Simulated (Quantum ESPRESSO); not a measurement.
HfC:

```
CELL_PARAMETERS angstrom
0.00000 2.32500 2.32500
2.32500 0.00000 2.32500
2.32500 2.32500 0.00000
ATOMIC_POSITIONS crystal
Hf 0.50000 0.50000 0.50000
C 0.00000 0.00000 0.00000
```

```yaml
Program: Quantum ESPRESSO 7.5
Task: relaxation of cell and atoms
Functional: PBEsol
Dispersion: D3
Potentials_or_basis: GBRV 1.5 PBEsol
Cutoff: 612 eV
Density_cutoff: 4898 eV
k_mesh: 10 × 10 × 10
Occupations: fermi-dirac, width 0.05 eV
Spin: no spin polarisation
```

At the start: pressure -8.9 GPa; volume 12.57 Å³/atom.

Where does the relaxation end?

Over 3 steps the energy falls by 12.0 meV/atom and the volume is 12.11 Å³/atom (-3.7 %); space group Fm-3m (No. 225, to 0.05 Å).

The path:
| step | energy change (eV) | largest force (eV/Å) | pressure (GPa) | volume (Å³) |
| --- | --- | --- | --- | --- |
| 1 | 0.0000 | 0.0000 | -8.86 | 25.14 |
| 2 | -0.0159 | 0.0000 | -5.42 | 24.76 |
| 3 | -0.0240 | 0.0000 | 0.21 | 24.21 |

Final structure:
```xyz
2
Lattice="0.0000 2.2961 2.2961 2.2961 0.0000 2.2961 2.2961 2.2961 0.0000" Properties=species:S:1:pos:R:3 pbc="T T T"
Hf    2.2961    2.2961    2.2961
C     0.0000    0.0000    0.0000
```

Caveat: pairwise dispersion overbinds metals, which lowers pressure and volume.
